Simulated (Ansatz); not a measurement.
# Ni: starts and ends of a spin-polarised SCF, part 2 of 2

Aim: see which self-consistent states Ni reaches from different starts at one fixed geometry, and which of them is lowest. Ni is taken in its deposited structure (space group Fm-3m, primitive cell doubled), 2 atoms in the cell. Source: COD entry 4320507, which need not be the ambient phase.

Ansatz 0.2.0; DFT LDA, PAW, plane waves, scalar-relativistic.

**6. Parallel moments scaled by 0.03, plain SCF**

Input file input.yaml:

```yaml
crystal:
  lattice:
    - [0.0, -1.76827, -1.76827]
    - [-3.53654, -1.76827, -1.76827]
    - [0.0, 1.76827, -1.76827]
  atoms:
    - { symbol: Ni, position: [0.0, 0.0, 0.0], spin: 0.06 }
    - { symbol: Ni, position: [0.0, 0.5, 0.5], spin: 0.06 }
magnetization:
  spin_polarized: true
hamiltonian:
  xc: lda
  pseudopotentials: { kind: paw }
basis:
  ecutwfc: 420
kpoints:
  mp_grid: { grid: [14, 8, 12] }
scf:
  occupations: { method: fermi_dirac, width: 0.1 }
  lower_state_search: "off"
output:
  forces: true
  stress: true
  write_density: true
  write_potential: true
  elf: true
  volumetric_format: npy
```

On the command line:

```sh
> ansatz run input.yaml --threads 2 --pin off --max-ram 5120MiB --backend cpu --events-out ev --progress --plain --runs-dir out
```

Log, cut to the lines that bear on the results:

```text
[... 9 lines as in an earlier run ...]
Bands: 23, of which v1, the nominal top of the filled ones, is band 18 counted from 1 (17 counted from 0)
[... 7 lines as in an earlier run ...]
Starting moments: Σ|m| = 0.12 μB on 2 of 2 sites
[... 2 lines as in an earlier run ...]
[...]
SCF iter   1: F=—  HF=-11546.622734 eV  |F-HF|=—  |Δ(HF+E_count)|=         —  Δρ=1.31e-2 (↑1.31e-2 ↓9.70e-3)  dr2=2.73e-2  dr2_m=4.08e-3  M=0.155 μB ∫|m|=0.159 μB  β_m=1.00  ethr=7.63e-5  ⟨swp⟩=1.0  Hψ=92380  notcnv=0
[...]
spin-set hold released at iteration 15 (site moments' squared step at or under half its running peak, from the soft ceiling on): the magnetisation degrees of freedom join the quasi-Newton model from the next iteration; the mixer history was flushed
[...]
SCF iter  23: F=-11546.675311 eV  HF=-11546.675311 eV  |F-HF|=4.38e-9  |Δ(HF+E_count)|=  6.49e-10  Δρ=7.01e-6 (↑2.51e-6 ↓7.01e-6)  dr2=4.73e-9  dr2_m=1.66e-9  M=1.208 μB ∫|m|=1.336 μB  ethr=1.09e-10  ⟨swp⟩=5.1  Hψ=103390  notcnv=0
[...]
SCF converged after 23 iterations
Magnetization: 1.2079 μB (18.6039 up, 17.3961 down)
Absolute magnetization: 1.3370 μB (∫|ρ↑−ρ↓|, with the PAW one-centre terms)
Spin contamination: 0.0089 ħ² per cell (⟨S²⟩ above its minimum at these occupations)
Per-site moments (μB) at R_I (Å): [(0.631972098360623, 1.0315434590742076), (0.631972098360623, 1.0315434590742076)]
Free energy (F): -11546.675311 eV
[...]
E sigma→0 (E₀):  -11546.617106 eV
Entropy (-TS):   -0.116409 eV (-58.205 meV/atom)
Fermi energy:    17.327971 eV
[... 30 lines left out: energy terms, forces, stress, bands ...]
```

Run time: 33 s. Hardware: 2 threads of Arm Neoverse V2, shared host; peak memory 0.54 GiB.

Nothing new: the 23 iterations lead to the state found in step 2 (ferromagnetic).

**7. Moments +- scaled by 0.5, plain SCF**

input.yaml: that of step 6 with these lines changed.

```diff
@@ -6,4 +6,4 @@
   atoms:
-    - { symbol: Ni, position: [0.0, 0.0, 0.0], spin: 0.06 }
-    - { symbol: Ni, position: [0.0, 0.5, 0.5], spin: 0.06 }
+    - { symbol: Ni, position: [0.0, 0.0, 0.0], spin: 1.0 }
+    - { symbol: Ni, position: [0.0, 0.5, 0.5], spin: -1.0 }
 magnetization:
```

On the command line:

```sh
> ansatz run input.yaml --threads 2 --pin off --max-ram 5120MiB --backend cpu --events-out ev --progress --plain --runs-dir out
```

Log, cut to the lines that bear on the results:

```text
[... 17 lines as in an earlier run ...]
Starting moments: Σ|m| = 2 μB on 2 of 2 sites
[... 3 lines as in an earlier run ...]
[...]
SCF iter   1: F=—  HF=-11546.441835 eV  |F-HF|=—  |Δ(HF+E_count)|=         —  Δρ=6.08e-2 (↑6.08e-2 ↓6.08e-2)  dr2=2.11e-2  dr2_m=7.32e-1  M=0.000 μB ∫|m|=0.985 μB  β_m=0.30  ethr=5.87e-5  ⟨swp⟩=1.0  Hψ=46307  notcnv=0
[...]
spin-set hold released at iteration 10 (site moments contracting): the magnetisation degrees of freedom join the quasi-Newton model from the next iteration; the mixer history was flushed
[...]
SCF iter  20: F=-11546.624378 eV  HF=-11546.624378 eV  |F-HF|=0.00e0  |Δ(HF+E_count)|=  1.58e-10  Δρ=1.92e-7 (↑1.92e-7 ↓1.92e-7)  dr2=1.34e-12  dr2_m=6.56e-12  M=0.000 μB ∫|m|=0.000 μB  ethr=1.19e-12  ⟨swp⟩=4.6  Hψ=43776  notcnv=0
WARN: the starting moments were not kept: the SCF closed with an absolute magnetisation of 5.5e-6 μB, where they sum to 2 μB in size (2 sites). That is at most 0.1 of that sum. Measured as dr2_m measures the in/out step, that magnetisation stands 4.3e-11 eV from none, at or under the [...]
SCF converged after 20 iterations
Magnetization: 0.0000 μB (18.0000 up, 18.0000 down)
Absolute magnetization: 0.0000 μB (∫|ρ↑−ρ↓|, with the PAW one-centre terms)
Spin contamination: 0.0000 ħ² per cell (⟨S²⟩ above its minimum at these occupations)
Per-site moments (μB) at R_I (Å): [(-2.728525607448258e-6, 1.0315434590742076), (2.728525607448258e-6, 1.0315434590742076)]
Free energy (F): -11546.624378 eV
[...]
E sigma→0 (E₀):  -11546.535231 eV
Entropy (-TS):   -0.178295 eV (-89.147 meV/atom)
Fermi energy:    17.194621 eV
[... 30 lines left out: energy terms, forces, stress, bands ...]
```

Wall time 15 s (2 threads of Arm Neoverse V2, shared host); peak memory 0.52 GiB.

Nothing new: the 20 iterations lead to the state found in step 3 (non-magnetic).

**8. A moment on one site alone, plain SCF**

input.yaml: that of step 7 with these lines changed.

```diff
@@ -6,4 +6,4 @@
   atoms:
-    - { symbol: Ni, position: [0.0, 0.0, 0.0], spin: 1.0 }
-    - { symbol: Ni, position: [0.0, 0.5, 0.5], spin: -1.0 }
+    - { symbol: Ni, position: [0.0, 0.0, 0.0] }
+    - { symbol: Ni, position: [0.0, 0.5, 0.5], spin: 2.0 }
 magnetization:
@@ -23,5 +23 @@
   stress: true
-  write_density: true
-  write_potential: true
-  elf: true
-  volumetric_format: npy
```

On the command line:

```sh
> ansatz run input.yaml --threads 2 --pin off --max-ram 5120MiB --backend cpu --events-out ev --progress --plain --runs-dir out
```

Log, cut to the lines that bear on the results:

```text
[... 17 lines as in an earlier run ...]
Starting moments: Σ|m| = 2 μB on 1 of 2 sites
[... 2 lines as in an earlier run ...]
SCF iter   1: F=—  HF=-11546.435606 eV  |F-HF|=—  |Δ(HF+E_count)|=         —  Δρ=1.14e-1 (↑1.14e-1 ↓3.21e-2)  dr2=1.94e0  dr2_m=9.34e-1  M=1.422 μB ∫|m|=1.511 μB  β_m=0.30  ethr=3.10e-3  ⟨swp⟩=4.7  Hψ=67154  notcnv=0
[...]
spin-set hold released at iteration 5 (the charge has settled, or the pull on large starting moments outlasts its swing): the magnetisation degrees of freedom join the quasi-Newton model from the next iteration; the mixer history was flushed
[...]
SCF iter  18: F=-11546.675311 eV  HF=-11546.675311 eV  |F-HF|=6.65e-8  |Δ(HF+E_count)|=   7.58e-8  Δρ=1.44e-5 (↑7.15e-6 ↓1.44e-5)  dr2=6.50e-8  dr2_m=3.68e-9  M=1.208 μB ∫|m|=1.336 μB  ethr=2.78e-10  ⟨swp⟩=3.1  Hψ=72304  notcnv=0
[...]
SCF converged after 18 iterations
Magnetization: 1.2079 μB (18.6039 up, 17.3961 down)
Absolute magnetization: 1.3370 μB (∫|ρ↑−ρ↓|, with the PAW one-centre terms)
Spin contamination: 0.0089 ħ² per cell (⟨S²⟩ above its minimum at these occupations)
Per-site moments (μB) at R_I (Å): [(0.631937148411989, 1.0315434590742076), (0.6320033377659227, 1.0315434590742076)]
Free energy (F): -11546.675311 eV
[...]
E sigma→0 (E₀):  -11546.617106 eV
Entropy (-TS):   -0.116410 eV (-58.205 meV/atom)
Fermi energy:    17.327975 eV
[... 25 lines left out: energy terms, forces, stress ...]
```

Run time: 17 s. Hardware: 2 threads of Arm Neoverse V2, shared host; peak memory 0.54 GiB.

This is the state of step 2 again (ferromagnetic), after 18 iterations.

**9. Parallel moments, Broyden mixing, no switch to direct minimisation**

input.yaml: that of step 8 with these lines changed.

```diff
@@ -6,3 +6,3 @@
   atoms:
-    - { symbol: Ni, position: [0.0, 0.0, 0.0] }
+    - { symbol: Ni, position: [0.0, 0.0, 0.0], spin: 2.0 }
     - { symbol: Ni, position: [0.0, 0.5, 0.5], spin: 2.0 }
@@ -20,2 +20,4 @@
   lower_state_search: "off"
+  algorithm: density_mixing
+  mixing: { algorithm: broyden, beta: 0.3 }
 output:
```

On the command line:

```sh
> ansatz run input.yaml --threads 2 --pin off --max-ram 5120MiB --backend cpu --events-out ev --progress --plain --runs-dir out
```

Log, cut to the lines that bear on the results:

```text
[... 17 lines as in an earlier run ...]
Starting moments: Σ|m| = 4 μB on 2 of 2 sites
[... 3 lines as in an earlier run ...]
SCF iter   1: F=—  HF=-11546.123993 eV  |F-HF|=—  |Δ(HF+E_count)|=         —  Δρ=1.27e-1 (↑1.27e-1 ↓1.20e-1)  dr2=1.66e-2  dr2_m=3.08e0  M=1.856 μB ∫|m|=2.039 μB  β_m=0.56  ethr=4.58e-5  ⟨swp⟩=1.1  Hψ=95701  notcnv=0
[...]
[... 1 line as in an earlier run ...]
[...]
SCF iter  14: F=-11546.675311 eV  HF=-11546.675311 eV  |F-HF|=1.76e-9  |Δ(HF+E_count)|=   7.94e-7  Δρ=2.27e-6 (↑2.27e-6 ↓1.82e-6)  dr2=2.66e-10  dr2_m=6.10e-10  M=1.208 μB ∫|m|=1.336 μB  ethr=7.01e-12  ⟨swp⟩=4.0  Hψ=65756  notcnv=0
[...]
this state was not tested for a lower state beside it, because the mixer in use, unlike msr1, does not test its closes by its own steps (another_mixer; see scf.mixing.algorithm and scf.lower_state_search)
SCF converged after 14 iterations
Magnetization: 1.2078 μB (18.6039 up, 17.3961 down)
Absolute magnetization: 1.3370 μB (∫|ρ↑−ρ↓|, with the PAW one-centre terms)
Spin contamination: 0.0089 ħ² per cell (⟨S²⟩ above its minimum at these occupations)
Per-site moments (μB) at R_I (Å): [(0.6319514237572176, 1.0315434590742076), (0.6319514237572176, 1.0315434590742076)]
Free energy (F): -11546.675311 eV
[...]
E sigma→0 (E₀):  -11546.617105 eV
Entropy (-TS):   -0.116411 eV (-58.206 meV/atom)
Fermi energy:    17.327982 eV
[... 25 lines left out: energy terms, forces, stress ...]
```

Run time: 16 s. Hardware: 2 threads of Arm Neoverse V2, shared host; peak memory 0.55 GiB.

The run ends in the same state as step 2 (ferromagnetic); it took 14 iterations.

**10. Comparing the starts**

| step | iterations | state | moments of Ni1 Ni2 (μB) | total (μB) | gap (eV) | pressure (GPa) | above lowest (meV/atom) |
| --- | --- | --- | --- | --- | --- | --- | --- |
| 2 | 9 | 1 | 0.63 0.63 | 1.21 | none | -19.2 | 0.0 |
| 3 | 13 | 2 | 0.00 0.00 | 0.00 | none | -20.1 | 25.5 |
| 4 | 6 | 2 | 0.00 0.00 | 0.00 | none | -20.1 | 25.5 |
| 5 | 10 | 1 | 0.63 0.63 | 1.21 | none | -19.2 | 0.0 |
| 6 | 23 | 1 | 0.63 0.63 | 1.21 | none | -19.2 | 0.0 |
| 7 | 20 | 2 | 0.00 0.00 | 0.00 | none | -20.1 | 25.5 |
| 8 | 18 | 1 | 0.63 0.63 | 1.21 | none | -19.2 | 0.0 |
| 9 | 14 | 1 | 0.63 0.63 | 1.21 | none | -19.2 | 0.0 |

States are numbered from the lowest. Starts by step: 2 parallel moments, plain SCF; 3 opposed moments +-, plain SCF; 4 no spin polarisation; 5 spin on, no moments given (the program may seed its own), plain SCF; 6 parallel moments scaled by 0.03, plain SCF; 7 moments +- scaled by 0.5, plain SCF; 8 a moment on one site alone, plain SCF; 9 parallel moments, Broyden mixing, no switch to direct minimisation.

The 8 runs of this session took 2.1 min in all, from 5.5 s to 33 s each.

Decimal logarithm of the largest residual (eV) by iteration, counted through all cycles of a run (7 of the 8 runs):

| iteration | step 2 | step 3 | step 4 | step 5 | step 6 | step 7 | step 9 |
| --- | --- | --- | --- | --- | --- | --- | --- |
| 1 | 0.5 | 0.7 | -1.1 | 0.8 | -1.6 | -0.1 | 0.5 |
| 2 | 0.3 | 0.5 | -2.1 | -0.3 | -1.6 | -0.3 | 0.0 |
| 3 | 0.4 | 0.1 | -4.1 | -0.5 | -2.4 | -0.4 | -1.9 |
| 4 | -2.5 | -1.4 | -6.2 | -0.2 | -2.6 | -0.6 | -2.3 |
| 5 | -3.1 | -2.3 | -6.6 | -2.5 | -2.4 | -0.7 | -2.3 |
| 7 | -5.4 | -3.9 | - | -3.5 | -2.2 | -1.0 | -4.2 |
| 9 | -8.4 | -5.3 | - | -6.5 | -2.1 | -1.2 | -5.3 |
| 11 | - | -7.1 | - | - | -2.0 | -1.4 | -6.2 |
| 13 | - | -10.3 | - | - | -2.1 | -2.7 | -6.8 |
| 15 | - | - | - | - | -2.4 | -4.7 | - |
| 17 | - | - | - | - | -1.9 | -7.2 | - |
| 19 | - | - | - | - | -3.2 | -9.4 | - |
| 21 | - | - | - | - | -5.4 | - | - |
| 23 | - | - | - | - | -8.3 | - | - |

**11. Results**

This closing draws on all 2 parts.

| quantity | value |
| --- | --- |
| distinct states | 2 from 8 converged runs |
| lowest state from plain starts | ferromagnetic |
| its moments | Ni1 0.63, Ni2 0.63 μB |
| total moment | 1.21 μB per cell |
| gap on the k-mesh | none |
| pressure | -19.2 GPa |
| largest force | 0.000 eV/Å |
| next state | non-magnetic, 25.5 meV/atom higher |

In words: 8 runs converged, to 2 different states. Switching spin polarisation off costs 25.5 meV/atom in free energy, smearing entropy included. A lower state than any found can't be excluded. The mesh has less symmetry than the lattice, which lowers the symmetry of the run.
